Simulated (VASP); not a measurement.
**Ti under changes of volume**

One of the cells (18.030 Å³/atom); the others are scaled copies at fixed shape and fractional positions:

```
Ti
1.0
    -1.65187    1.65187    1.65187
     1.65187   -1.65187    1.65187
     1.65187    1.65187   -1.65187
Ti
1
Cartesian
  0.0000 0.0000 0.0000
```

This isn't the form of Ti at room conditions, which is hcp.

```yaml
Program: VASP 6.6.1
Functional: PBEsol
Potentials_or_basis: VASP PAW PBE potentials, release 64 (Ti_sv)
Cutoff: 520 eV
k_mesh: 11 × 11 × 11
Occupations: fermi-dirac, width 0.05 eV
Spin: no spin polarisation
```

```tsv
volume (Å³/atom)	energy over the lowest point (meV/atom)	pressure (GPa)
16.616	0.00	-0.9
16.969	4.86	-3.1
17.323	14.36	-5.1
18.030	45.53	-8.6
18.383	?	?
18.737	90.54	-11.5
```

Problem. What does the run at 18.383 Å³/atom give?

Solution. Energy over the lowest point 66.47 meV/atom; pressure -10.1 GPa.

Worked out: A Birch-Murnaghan fit of order 3 (a polynomial in V^(-2/3)) to the other rows has its minimum at 16.45 Å³/atom, just outside them, with B0 = V·E''(V) = 112 GPa and B' = 3.6. It gives 66.44 meV/atom at 18.383 Å³/atom, against the run's 66.47, and -dE/dV = -10.2 GPa, against -10.1.

Energies are extrapolated to zero smearing.

Caveats: the PAW data sets were made with another functional, which shifts forces and pressure a little.
